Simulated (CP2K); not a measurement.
# PbS (Galena) (Fm-3m) in CP2K: further runs, part 2 of 3

CP2K 2026.2.

**3. Band structure, PBE**

pbs_bands.inp

```
&GLOBAL
  PROJECT pbs_bands
  RUN_TYPE ENERGY_FORCE
  PRINT_LEVEL LOW
&END GLOBAL
&FORCE_EVAL
  METHOD QS
  STRESS_TENSOR ANALYTICAL
  &DFT
    BASIS_SET_FILE_NAME BASIS_MOLOPT_UZH
    POTENTIAL_FILE_NAME POTENTIAL_UZH
    &MGRID
      CUTOFF 450
      REL_CUTOFF 60
      NGRIDS 4
    &END MGRID
    &QS
      METHOD GPW
      EPS_DEFAULT 1.0E-10
    &END QS
    &KPOINTS
      SCHEME MONKHORST-PACK 8 8 8
      GAMMA_CENTERED T
      SYMMETRY T
      SYMMETRY_BACKEND SPGLIB
    &END KPOINTS
    &SCF
      SCF_GUESS ATOMIC
      EPS_SCF 1.0E-6
      MAX_SCF 100
      ADDED_MOS 10
      CHOLESKY OFF
      EPS_EIGVAL 1.0E-7
      &DIAGONALIZATION ON
        ALGORITHM STANDARD
      &END DIAGONALIZATION
      &MIXING ON
        METHOD BROYDEN_MIXING
        ALPHA 0.4
        BETA 1.5
        NBUFFER 8
      &END MIXING
      &SMEAR ON
        METHOD FERMI_DIRAC
        ELECTRONIC_TEMPERATURE 300.56
      &END SMEAR
    &END SCF
    &XC
      &XC_FUNCTIONAL
        &GGA_X_PBE
        &END GGA_X_PBE
        &GGA_C_PBE
        &END GGA_C_PBE
      &END XC_FUNCTIONAL
    &END XC
    &PRINT
      &KPOINTS ON
      &END KPOINTS
      &MULLIKEN ON
      &END MULLIKEN
      &MO ON
        ENERGIES T
        OCCUPATION_NUMBERS T
        &EACH
          QS_SCF 0
        &END EACH
        ADD_LAST NUMERIC
      &END MO
      &BAND_STRUCTURE
        FILE_NAME bands.bs
        ADDED_MOS 2
        &KPOINT_SET
          UNITS B_VECTOR
          NPOINTS 6
          SPECIAL_POINT GAMMA 0.00000000 0.00000000 0.00000000
          SPECIAL_POINT X 0.50000000 0.00000000 0.50000000
          SPECIAL_POINT W 0.50000000 0.25000000 0.75000000
          SPECIAL_POINT K 0.37500000 0.37500000 0.75000000
          SPECIAL_POINT GAMMA 0.00000000 0.00000000 0.00000000
          SPECIAL_POINT L 0.50000000 0.50000000 0.50000000
          SPECIAL_POINT U 0.62500000 0.25000000 0.62500000
          SPECIAL_POINT W 0.50000000 0.25000000 0.75000000
          SPECIAL_POINT L 0.50000000 0.50000000 0.50000000
          SPECIAL_POINT K 0.37500000 0.37500000 0.75000000
        &END KPOINT_SET
        &KPOINT_SET
          UNITS B_VECTOR
          NPOINTS 6
          SPECIAL_POINT U 0.62500000 0.25000000 0.62500000
          SPECIAL_POINT X 0.50000000 0.00000000 0.50000000
        &END KPOINT_SET
      &END BAND_STRUCTURE
    &END PRINT
  &END DFT
  &SUBSYS
    &CELL
      ABC 4.1942038726 4.1942038726 4.1942038726
      ALPHA_BETA_GAMMA 60.0000000005 60.0000000000 59.9999999998
      PERIODIC XYZ
    &END CELL
    &COORD
      SCALED
      Pb  0.0000000000 0.0000000000 0.0000000000
      S   0.5000000000 0.5000000000 0.5000000000
    &END COORD
    &KIND Pb
      BASIS_SET TZVP-MOLOPT-PBE-GTH-q4
      POTENTIAL GTH-PBE-q4
    &END KIND
    &KIND S
      BASIS_SET TZVP-MOLOPT-PBE-GTH-q6
      POTENTIAL GTH-PBE-q6
    &END KIND
    &PRINT
      &ATOMIC_COORDINATES ON
      &END ATOMIC_COORDINATES
      &CELL ON
      &END CELL
    &END PRINT
  &END SUBSYS
  &PRINT
    &FORCES ON
    &END FORCES
    &STRESS_TENSOR ON
    &END STRESS_TENSOR
  &END PRINT
&END FORCE_EVAL
```

Potentials or basis: POTENTIAL_UZH Pb GTH-PBE-q4, S GTH-PBE-q6; TZVP-MOLOPT-PBE-GTH basis.

The run is started by

```bash
> OMP_NUM_THREADS=2 cp2k.psmp -i pbs_bands.inp -o pbs_bands.out
```

pbs_bands.out:

```text

 CP2K| version string:                                       CP2K version 2026.2
 CP2K| Input file name                                             pbs_bands.inp

 GLOBAL| Force Environment number                                              1
 GLOBAL| Basis set file name                                    BASIS_MOLOPT_UZH
 GLOBAL| Potential file name                                       POTENTIAL_UZH
 GLOBAL| MM Potential file name                                     MM_POTENTIAL
 GLOBAL| Coordinate file name                                      __STD_INPUT__
 GLOBAL| Method name                                                        CP2K
 GLOBAL| Project name                                                  pbs_bands
 GLOBAL| Run type                                                   ENERGY_FORCE
 GLOBAL| FFT library                                                       FFTW3
[... 5 lines left out ...]
 GLOBAL| Global print level                                                  LOW
 GLOBAL| Total number of message passing processes                             1
 GLOBAL| Number of threads for this process                                    2
 GLOBAL| CPU model name                                                  UNKNOWN
[... 495 lines left out ...]
 KPOINTS| Number of k-points in set    2                                       7
 KPOINTS| In units of b-vector [2pi/Bohr]
 KPOINTS| Special point     1           U     0.625000     0.250000     0.625000
 KPOINTS| Special point     2           X     0.500000     0.000000     0.500000

 ENERGY| Total FORCE_EVAL ( QS ) energy [hartree]            -13.789025143363753

 FORCES| Atomic forces [hartree/bohr]
 FORCES|   Atom     x               y               z               |f|
 FORCES|      1 -6.45803102E-16  5.87006152E-16  6.29324344E-16   1.07595864E-15
 FORCES|      2  7.67810617E-15  5.45998578E-15  6.84715752E-15   1.16468161E-14
 FORCES| Sum     7.03230306E-15  6.04699194E-15  7.47648186E-15
 FORCES| Total atomic force                                       1.19128997E-14

 STRESS| Analytical stress tensor [bar]
 STRESS|                        x                   y                   z
 STRESS|      x        2.93783916492E+04   9.08394183231E-03   6.42148992053E-03
 STRESS|      y        9.08394183231E-03   2.93783811603E+04   3.70966214322E-03
 STRESS|      z        6.42148992053E-03   3.70966214322E-03   2.93783785391E+04
 STRESS| 1/3 Trace                                             2.93783837829E+04
 STRESS| Determinant                                           2.53561726220E+13

 STRESS| Eigenvectors and eigenvalues of the analytical stress tensor [bar]
 STRESS|                        1                   2                   3
 STRESS| Eigenvalues   2.93783759145E+04   2.93783759184E+04   2.93783995157E+04
 STRESS|      x          -0.268275382389     -0.511234450984      0.816497186359
 STRESS|      y           0.820999264656      0.322070936699      0.471413320950
 STRESS|      z          -0.503972743944      0.796812178535      0.333319404625
```

bands.bs:

```text
# Set 1: 10 special points, 55 k-points, 17 bands
#  Special point 1          0.00000000     0.00000000     0.00000000  GAMMA
#  Special point 2          0.50000000     0.00000000     0.50000000  X
#  Special point 3          0.50000000     0.25000000     0.75000000  W
#  Special point 4          0.37500000     0.37500000     0.75000000  K
#  Special point 5          0.00000000     0.00000000     0.00000000  GAMMA
#  Special point 6          0.50000000     0.50000000     0.50000000  L
[... 1055 lines left out ...]
       2    -3.68444743     2.00000000
       3    -0.59036845     2.00000000
       4     1.30220150     2.00000000
       5     1.80163808     2.00000000
       6     7.76013019     0.00000000
[... 110 lines left out ...]
       3    -1.01313156     2.00000000
       4     0.81824592     2.00000000
       5     0.81824592     2.00000000
       6     8.25270956     0.00000000
[... 9 lines left out ...]
      16    24.70776546     0.00000000
      17    24.70776548     0.00000000
```

Wall time 9 s (2 threads of Arm Neoverse V2, shared host); peak memory 0.27 GiB.

Results:

| Item | Value |
| --- | --- |
| Free energy | -375.2185 eV |
| Pressure | 2.9 GPa |
| Band gap on the k mesh | 0.23 eV, direct |
| Band gap along the path | 0.23 eV, direct |
| Mulliken charges | Pb +0.86; S -0.86 e |

Levels at the corners of the path, in eV from the valence-band top:
| point | band 1 | band 2 | band 3 | band 4 | band 5 | band 6 | band 7 | band 8 | band 9 | band 10 |
| --- | --- | --- | --- | --- | --- | --- | --- | --- | --- | --- |
| Γ | -13.83 | -6.10 | -2.30 | -2.30 | -2.30 | 5.38 | 5.38 | 5.38 | 7.12 | 7.12 |
| X | -12.29 | -7.29 | -5.46 | -3.62 | -3.62 | 3.81 | 5.57 | 5.80 | 5.80 | 11.76 |
| W | -12.20 | -8.09 | -4.67 | -4.67 | -1.15 | 2.13 | 4.72 | 4.72 | 8.85 | 8.85 |
| K | -12.25 | -8.13 | -5.03 | -3.14 | -2.64 | 3.32 | 4.13 | 5.08 | 6.54 | 11.80 |
| Γ | -13.83 | -6.10 | -2.30 | -2.30 | -2.30 | 5.38 | 5.38 | 5.38 | 7.12 | 7.12 |
| L | -12.55 | -9.05 | -2.01 | -2.01 | 0.00 | 0.23 | 1.93 | 1.93 | 9.23 | 12.47 |
| U | -12.25 | -8.13 | -5.03 | -3.14 | -2.64 | 3.32 | 4.13 | 5.08 | 6.54 | 11.80 |
| W | -12.20 | -8.09 | -4.67 | -4.67 | -1.15 | 2.13 | 4.72 | 4.72 | 8.85 | 8.85 |
| L | -12.55 | -9.05 | -2.01 | -2.01 | 0.00 | 0.23 | 1.93 | 1.93 | 9.23 | 12.47 |
| K | -12.25 | -8.13 | -5.03 | -3.14 | -2.64 | 3.32 | 4.13 | 5.08 | 6.54 | 11.80 |
| U | -12.25 | -8.13 | -5.03 | -3.14 | -2.64 | 3.32 | 4.13 | 5.08 | 6.54 | 11.80 |
| X | -12.29 | -7.29 | -5.46 | -3.62 | -3.62 | 3.81 | 5.57 | 5.80 | 5.80 | 11.76 |

Caveat: Mulliken charges move with the basis; spin-orbit coupling is left out, which as a rule narrows the gap of such compounds by several tenths of an eV; the basis of atomic orbitals isn't converged, which shifts pressures, moduli and gaps.

**4. Band structure, LDA**

Edit pbs_bands.inp of step 3 so:

```diff
@@ -10,3 +10,3 @@
     BASIS_SET_FILE_NAME BASIS_MOLOPT_UZH
-    POTENTIAL_FILE_NAME POTENTIAL_UZH
+    POTENTIAL_FILE_NAME GTH_POTENTIALS
     &MGRID
@@ -18,3 +18,3 @@
       METHOD GPW
-      EPS_DEFAULT 1.0E-10
+      EPS_DEFAULT 1.0E-9
     &END QS
@@ -44,3 +44,3 @@
         METHOD FERMI_DIRAC
-        ELECTRONIC_TEMPERATURE 300.56
+        ELECTRONIC_TEMPERATURE [K] 116.045
       &END SMEAR
@@ -49,6 +49,6 @@
       &XC_FUNCTIONAL
-        &GGA_X_PBE
-        &END GGA_X_PBE
-        &GGA_C_PBE
-        &END GGA_C_PBE
+        &LDA_X
+        &END LDA_X
+        &LDA_C_PW
+        &END LDA_C_PW
       &END XC_FUNCTIONAL
@@ -73,3 +73,3 @@
           UNITS B_VECTOR
-          NPOINTS 6
+          NPOINTS 10
           SPECIAL_POINT GAMMA 0.00000000 0.00000000 0.00000000
@@ -87,3 +87,3 @@
           UNITS B_VECTOR
-          NPOINTS 6
+          NPOINTS 10
           SPECIAL_POINT U 0.62500000 0.25000000 0.62500000
@@ -96,4 +96,5 @@
     &CELL
-      ABC 4.1942038726 4.1942038726 4.1942038726
-      ALPHA_BETA_GAMMA 60.0000000005 60.0000000000 59.9999999998
+      A 4.1942038726 0.0000000000 0.0000000000
+      B 2.0971019363 3.6322871023 0.0000000000
+      C 2.0971019363 1.2107623674 3.4245531217
       PERIODIC XYZ
@@ -107,3 +108,3 @@
       BASIS_SET TZVP-MOLOPT-PBE-GTH-q4
-      POTENTIAL GTH-PBE-q4
+      POTENTIAL GTH-PADE-q4
     &END KIND
@@ -111,3 +112,3 @@
       BASIS_SET TZVP-MOLOPT-PBE-GTH-q6
-      POTENTIAL GTH-PBE-q6
+      POTENTIAL GTH-PADE-q6
     &END KIND
@@ -118,2 +119,4 @@
       &END CELL
+      &SYMMETRY ON
+      &END SYMMETRY
     &END PRINT
```

Potentials or basis: GTH_POTENTIALS Pb GTH-PADE-q4, S GTH-PADE-q6; TZVP-MOLOPT-PBE-GTH basis.

The run is started by

```bash
> OMP_NUM_THREADS=2 cp2k.psmp -i pbs_bands.inp -o pbs_bands.out
```

pbs_bands.out:

```text

 CP2K| version string:                                       CP2K version 2026.2
 CP2K| Input file name                                             pbs_bands.inp

 GLOBAL| Force Environment number                                              1
 GLOBAL| Basis set file name                                    BASIS_MOLOPT_UZH
 GLOBAL| Potential file name                                      GTH_POTENTIALS
 GLOBAL| MM Potential file name                                     MM_POTENTIAL
 GLOBAL| Coordinate file name                                      __STD_INPUT__
 GLOBAL| Method name                                                        CP2K
 GLOBAL| Project name                                                  pbs_bands
 GLOBAL| Run type                                                   ENERGY_FORCE
 GLOBAL| FFT library                                                       FFTW3
[... 5 lines left out ...]
 GLOBAL| Global print level                                                  LOW
 GLOBAL| Total number of message passing processes                             1
 GLOBAL| Number of threads for this process                                    2
 GLOBAL| CPU model name                                                  UNKNOWN

 CELL| Volume [angstrom^3]:                                            52.171535
 CELL| Vector a [angstrom]:       4.194     0.000     0.000   |a| =     4.194204
 CELL| Vector b [angstrom]:       2.097     3.632     0.000   |b| =     4.194204
 CELL| Vector c [angstrom]:       2.097     1.211     3.425   |c| =     4.194204
 CELL| Angle (b,c), alpha [degree]:                                    60.000000
 CELL| Angle (a,c), beta  [degree]:                                    60.000000
[... 482 lines left out ...]
 KPOINTS| Number of k-point sets                                               2
 KPOINTS| Number of added MOs/bands                                            2
 KPOINTS| Number of k-points in set    1                                      91
 KPOINTS| In units of b-vector [2pi/Bohr]
 KPOINTS| Special point     1       GAMMA     0.000000     0.000000     0.000000
 KPOINTS| Special point     2           X     0.500000     0.000000     0.500000
 KPOINTS| Special point     3           W     0.500000     0.250000     0.750000
 KPOINTS| Special point     4           K     0.375000     0.375000     0.750000
 KPOINTS| Special point     5       GAMMA     0.000000     0.000000     0.000000
 KPOINTS| Special point     6           L     0.500000     0.500000     0.500000
 KPOINTS| Special point     7           U     0.625000     0.250000     0.625000
 KPOINTS| Special point     8           W     0.500000     0.250000     0.750000
 KPOINTS| Special point     9           L     0.500000     0.500000     0.500000
 KPOINTS| Special point    10           K     0.375000     0.375000     0.750000
 KPOINTS| Number of k-points in set    2                                      11
 KPOINTS| In units of b-vector [2pi/Bohr]
 KPOINTS| Special point     1           U     0.625000     0.250000     0.625000
 KPOINTS| Special point     2           X     0.500000     0.000000     0.500000

 ENERGY| Total FORCE_EVAL ( QS ) energy [hartree]            -13.923582911020906

 FORCES| Atomic forces [hartree/bohr]
 FORCES|   Atom     x               y               z               |f|
 FORCES|      1  1.82854009E-16  1.74260946E-16 -1.20298646E-15   1.22921881E-15
 FORCES|      2  9.47365002E-15  3.52773409E-15 -1.41214751E-15   1.02073068E-14
 FORCES| Sum     9.65650403E-15  3.70199503E-15 -2.61513397E-15
 FORCES| Total atomic force                                       1.06673222E-14

 STRESS| Analytical stress tensor [bar]
 STRESS|                        x                   y                   z
 STRESS|      x       -3.44446539836E+04   2.31710707204E-02  -2.37210671896E-02
 STRESS|      y        2.31710707204E-02  -3.44490133277E+04  -3.14074702688E+00
 STRESS|      z       -2.37210671896E-02  -3.14074702688E+00  -3.44468410722E+04
 STRESS| 1/3 Trace                                            -3.44468361278E+04
 STRESS| Determinant                                          -4.08740819819E+13

 STRESS| Eigenvectors and eigenvalues of the analytical stress tensor [bar]
 STRESS|                        1                   2                   3
 STRESS| Eigenvalues  -3.44512504501E+04  -3.44446701870E+04  -3.44445877464E+04
 STRESS|      x          -0.000774805865      0.896328867338     -0.443389175840
 STRESS|      y           0.814504076183     -0.256669970121     -0.520291876085
 STRESS|      z           0.580157314491      0.361545416254      0.729864646649
```

bands.bs:

```text
# Set 1: 10 special points, 91 k-points, 17 bands
#  Special point 1          0.00000000     0.00000000     0.00000000  GAMMA
#  Special point 2          0.50000000     0.00000000     0.50000000  X
#  Special point 3          0.50000000     0.25000000     0.75000000  W
#  Special point 4          0.37500000     0.37500000     0.75000000  K
#  Special point 5          0.00000000     0.00000000     0.00000000  GAMMA
#  Special point 6          0.50000000     0.50000000     0.50000000  L
#  Special point 7          0.62500000     0.25000000     0.62500000  U
#  Special point 8          0.50000000     0.25000000     0.75000000  W
#  Special point 9          0.50000000     0.50000000     0.50000000  L
#  Special point 10         0.37500000     0.37500000     0.75000000  K
#  Point 1      Spin 1:     0.00000000     0.00000000     0.00000000       0.01098901
#   Band    Energy [eV]     Occupation
       1    -9.75704622     2.00000000
       2    -2.32956380     2.00000000
       3     1.75285553     2.00000000
       4     1.75285603     2.00000000
       5     1.75285868     2.00000000
       6     8.94078046     0.00000000
[... 1403 lines left out ...]
       4     0.31292003     2.00000000
       5     2.80865677     2.00000000
       6     5.44552413     0.00000000
[... 9 lines left out ...]
      16    21.60147435     0.00000000
      17    22.66820052     0.00000000
#  Point 76     Spin 1:     0.50000000     0.37500000     0.62500000       0.01098901
#   Band    Energy [eV]     Occupati
```

Run time: 7.3 s. Hardware: 2 threads of Arm Neoverse V2, shared host; peak memory 0.26 GiB.

Results:

- Free energy: -378.8800 eV
- Pressure: -3.4 GPa
- Band gap on the k mesh: 0.24 eV, direct
- Band gap along the path: 0.24 eV, direct
- Mulliken charges: Pb +0.71; S -0.71 e

Levels at the corners of the path, in eV from the valence-band top:
| point | band 2 | band 3 | band 4 | band 5 | band 6 | band 7 | band 8 | band 9 |
| --- | --- | --- | --- | --- | --- | --- | --- | --- |
| Γ | -6.17 | -2.08 | -2.08 | -2.08 | 5.10 | 5.10 | 5.10 | 7.21 |
| X | -7.40 | -5.29 | -3.44 | -3.44 | 3.89 | 5.56 | 5.63 | 5.63 |
| W | -8.14 | -4.50 | -4.50 | -1.01 | 2.00 | 4.78 | 4.78 | 8.70 |
| K | -8.17 | -4.87 | -2.96 | -2.55 | 3.33 | 4.01 | 5.11 | 6.49 |
| Γ | -6.17 | -2.08 | -2.08 | -2.08 | 5.10 | 5.10 | 5.10 | 7.21 |
| L | -9.03 | -1.80 | -1.80 | 0.00 | 0.24 | 1.83 | 1.83 | 9.25 |
| U | -8.17 | -4.87 | -2.96 | -2.55 | 3.33 | 4.01 | 5.11 | 6.49 |
| W | -8.14 | -4.50 | -4.50 | -1.01 | 2.00 | 4.78 | 4.78 | 8.70 |
| L | -9.03 | -1.80 | -1.80 | 0.00 | 0.24 | 1.83 | 1.83 | 9.25 |
| K | -8.17 | -4.87 | -2.96 | -2.55 | 3.33 | 4.01 | 5.11 | 6.49 |
| U | -8.17 | -4.87 | -2.96 | -2.55 | 3.33 | 4.01 | 5.11 | 6.49 |
| X | -7.40 | -5.29 | -3.44 | -3.44 | 3.89 | 5.56 | 5.63 | 5.63 |

Caveat: Mulliken charges move with the basis; spin-orbit coupling is left out, which as a rule narrows the gap of such compounds by several tenths of an eV; the basis of atomic orbitals isn't converged, which shifts pressures, moduli and gaps.

[end of part 2 of 3]
